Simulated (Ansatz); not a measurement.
Start from Li3N (space group P6/mmm, No. 191; a = 3.6098 Å, c = 3.8558 Å).

Computed with DFT with r2SCAN, PAW potentials and a 500 eV plane-wave cutoff in Ansatz (a program for electronic structure), spin-orbit coupling left out.

For the base:

| Quantity | Value |
|---|---|
| Electron mass | 0.32 mₑ along c, 0.35 mₑ across (at Γ) |
| Width of the top valence band | 1.06 eV |

Now apply this change: the cell is scaled by 0.9926 in all directions, atoms relaxed at fixed cell.

Problem. How does this affect the mean gap deformation potential ΔEg/Δln V, electron mass and width of the top valence band?

Solution. The mean gap deformation potential ΔEg/Δln V amounts to -2.9 eV; the electron mass changes from 0.32 mₑ along c, 0.35 mₑ across (at Γ) to 0.32 mₑ along c, 0.36 mₑ across (at Γ); the width of the top valence band goes up by 0.025 eV to 1.09 eV.

The cells carry an imposed strain or load. Effective masses come from finite differences of ±0.01 Å⁻¹. No phonon test of stability was made.
